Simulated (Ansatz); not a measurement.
**CuO: changing the dispersion correction**

The cell as given:

```xyz
2
Lattice="2.5526 0.0000 0.0000 0.0000 2.5526 0.0000 0.0000 0.0000 2.5526" Properties=species:S:1:pos:R:3 pbc="T T T"
Cu    0.0000    0.0000    0.0000
O     1.2763    1.2763    1.2763
```

Measurements of this composition are mostly on another form, of space group No. 15.

Kept alike: task relaxation of cell and atoms; functional PBE; k mesh 10 × 10 × 10; occupations fermi-dirac, width 0.05 eV; no spin polarisation. Program: Ansatz, Ansatz PAW, cutoff 420 eV. The mesh is that of the run's cell of 2 atoms. No spin-orbit coupling.

| dispersion correction | volume (Å³/atom) |
| --- | --- |
| D3(BJ) | 8.865 |
| D3(BJ)-ATM | 8.919 |
| D4 | 8.929 |
| none | 9.155 |

The relaxations keep at least the cell's symmetry (Pm-3m). For a metal such a mesh leaves the last digits unconverged. Relaxations stop with a little pressure left, so the last digits of a volume or edge aren't settled. Ansatz's relaxations hold a Pulay term in the stress (up to 0.8 GPa here).

**Question.** What does the dispersion correction change here?

**Answer.** The volume runs from 8.865 (D3(BJ)) to 9.155 Å³/atom (none). Against no correction: D3(BJ) -3.2 %; D3(BJ)-ATM -2.6 %; D4 -2.5 %. Dispersion terms mostly attract and so lower the volume; the schemes' coefficients and damping set how far.

All three corrections contract the cell, and including one matters far more than which one is chosen. The framework is held together mainly by ionic attraction and Cu 3d-O 2p covalency, with Pauli repulsion opposing them; dispersion adds a modest inward pull that shifts this balance. Adding the three-body term to D3(BJ) gives back a little of the contraction, from 8.865 to 8.919 Å³/atom. This is the expected direction, since the Axilrod-Teller-Muto energy is repulsive for the compact atomic triangles that abound in a dense solid. D4 also adapts its coefficients to the atomic charges, but its closeness to D3(BJ)-ATM doesn't show that this effect is small, because other differences in parameters may offset it.

The contraction alone doesn't make any scheme more accurate. Nor can it be carried over to ordinary CuO, where the d⁹ Cu(II) ion favours a nearly square-planar oxygen environment and carries a local moment, both excluded here.
